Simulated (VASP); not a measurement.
A run of VASP 6.6.1 is set up as follows.

The input INCAR:

```
PREC     = Accurate       # precision mode
ENCUT    = 520            # plane-wave cutoff, eV
EDIFF    = 1E-7           # SCF threshold, eV
ISMEAR   = 0              # smearing method
SIGMA    = 0.02           # smearing width, eV
LREAL    = False          # projectors in reciprocal space
LASPH    = True           # aspherical terms in the spheres
NELM     = 60             # most SCF steps
ALGO     = Normal         # electronic algorithm
ISIF     = 2              # what is computed and relaxed
LWAVE    = False          # write WAVECAR
LCHARG   = False          # write CHGCAR
GGA      = PE             # functional
KPAR     = 8
```

The input KPOINTS:

```
Automatic mesh
0
Gamma
  8 8 8
```

POSCAR

```
Cu2O                                    
1.0
    4.3691155921      0.0000000000      0.0000000000
    0.0000000000      4.3691155921      0.0000000000
    0.0000000000      0.0000000000      4.3691155921
  Cu              O             
     4     2
Direct
     0.2500000000000000    0.2500000000000000    0.2500000000000000
     0.2500000000000000    0.7500000000000000    0.7500000000000000
     0.7500000000000000    0.7500000000000000    0.2500000000000000
     0.7500000000000000    0.2500000000000000    0.7500000000000000
     0.0000000000000000    0.0000000000000000    0.0000000000000000
     0.5000000000000000    0.5000000000000000    0.5000000000000000
```

Potentials or basis: VASP PAW PBE potentials, release 64 (Cu, O).

Run with:

```console
$ cat potpaw_PBE.64/Cu/POTCAR potpaw_PBE.64/O/POTCAR > POTCAR
$ mpirun -np 8 vasp_std > vasp.out
```

**Question.** Estimate the band gap on the k mesh.

**Answer.** 0.38 eV, direct.

**Question.** What does it give for the pressure?

**Answer.** -4.3 GPa.

A k mesh can miss the band edges.
